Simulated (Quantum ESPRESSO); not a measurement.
**CdS under changes of volume**

One of the cells (20.871 Å³/atom); the others are scaled copies at fixed shape and fractional positions:

```
CELL_PARAMETERS angstrom
0.00000 2.75324 2.75324
2.75324 0.00000 2.75324
2.75324 2.75324 0.00000
ATOMIC_POSITIONS crystal
Cd 0.00000 0.00000 0.00000
S 0.50000 0.50000 0.50000
```

Measurements of this composition are mostly on another form, of space group No. 186.

| Item | Value |
| --- | --- |
| Program | Quantum ESPRESSO 7.5 |
| Functional | PBE |
| Potentials or basis | SSSP 1.3 efficiency PBE |
| Cutoff | 816 eV |
| Density cutoff | 6531 eV |
| k mesh | 8 × 8 × 8 |
| Occupations | fermi-dirac, width 0.05 eV |
| Spin | no spin polarisation |

```tsv
volume (Å³/atom)	energy over the lowest point (meV/atom)	pressure (GPa)
19.618	16.38	4.7
20.036	6.43	2.8
20.453	?	?
20.871	0.00	-0.4
21.288	2.56	-1.7
21.705	8.41	-2.9
22.123	17.21	-3.9
```

Q: What does the run at 20.453 Å³/atom give?

A: Energy over the lowest point 1.14 meV/atom; pressure 1.1 GPa.

Worked out: A Birch-Murnaghan fit of order 3 (a polynomial in V^(-2/3)) to the other rows has its minimum at 20.78 Å³/atom with B0 = V·E''(V) = 72 GPa and B' = 4.7. It gives 1.15 meV/atom at 20.453 Å³/atom, against the run's 1.14, and -dE/dV = 1.2 GPa, against 1.1.

Energies are extrapolated to zero smearing.
